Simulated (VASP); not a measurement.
GaN:

```xyz
4
Lattice="3.1807 0.0000 0.0000 -1.5903 2.7545 0.0000 0.0000 0.0000 5.1815" Properties=species:S:1:pos:R:3 pbc="T T T"
Ga    1.5904    0.9182    2.5864
Ga    0.0000    1.8364    5.1771
N     1.5904    0.9182    4.5382
N     0.0000    1.8364    1.9474
```

The cell is a database's computed one.

Base run:

* Program: VASP 6.6.1
* Functional: PBEsol
* Potentials or basis: VASP PAW PBE potentials, release 64 (Ga_h, N_h)
* Cutoff: 900 eV
* k mesh: 12 × 12 × 6
* Occupations: gaussian, width 0.02 eV
* Spin: no spin polarisation

Its results: band gap on the k mesh 1.89 eV, direct; pressure 0.5 GPa.

Question: The run is repeated on the same cell with these changes: potentials or basis from VASP PAW PBE potentials, release 64 (Ga_h, N_h) to VASP PAW PBE potentials, release 64 (Ga_d, N); cutoff from 900 eV to 700 eV. What comes out?

Answer: Band gap on the k mesh 1.91 eV, direct; pressure 0.0 GPa.

Caveats: the PAW data sets were made with another functional, which shifts forces and pressure a little; the cutoff is under 1.25 times the usual one of these potentials, so pressure, stress and relaxed cells hold a basis-set (Pulay) error (some runs).

